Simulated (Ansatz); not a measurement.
The system is CuI (Marshite).

```
I Cu
1.0
     0.00000    3.03150    3.03150
     3.03150    0.00000    3.03150
     3.03150    3.03150    0.00000
I Cu
1 1
Direct
  0.00000 0.00000 0.00000
  0.75000 0.75000 0.75000
```

Base run:

| Quantity | Value |
| --- | --- |
| Program | Ansatz 0.2.0 |
| Functional | PBE |
| Potentials or basis | all-electron LAPW, scalar-relativistic |
| Cutoff | 283 eV (chosen from the basis error) |
| Basis error allowed | 0.001 eV/atom |
| k mesh | 8 × 8 × 8 |
| Occupations | gaussian, width 0.02 eV |
| Spin | no spin polarisation |

Its results: band gap on the k mesh 1.12 eV, direct; pressure 0.3 GPa.

**Question.** The run is repeated on the same cell with these changes: functional from PBE to RPBE; occupations from gaussian, width 0.02 eV to gaussian, width 0.1 eV. What comes out?

**Answer.** Band gap on the k mesh 1.26 eV, direct; pressure 2.4 GPa.

Caveats: spin-orbit coupling is left out, which moves the levels of the heavy elements.

